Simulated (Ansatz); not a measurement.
Ti:

```
Ti
1.0
    -1.64100    1.64100    1.64100
     1.64100   -1.64100    1.64100
     1.64100    1.64100   -1.64100
Ti
1
Direct
  0.00000 0.00000 0.00000
```

This isn't the form of Ti at room conditions, which is hcp.

Base run:

```yaml
Program: Ansatz 0.2.0
Functional: BLYP
Potentials_or_basis: all-electron LAPW, scalar-relativistic
Cutoff: 227 eV (chosen from the basis error)
Basis_error_allowed: 0.001 eV/atom
k_mesh: 11 × 11 × 11
Occupations: fermi-dirac, width 0.05 eV
Spin: no spin polarisation
```

Its results: pressure -0.3 GPa.

Question: The run is repeated on the same cell with these changes: functional from BLYP to RPBE. What comes out?

Answer: Pressure 0.6 GPa.
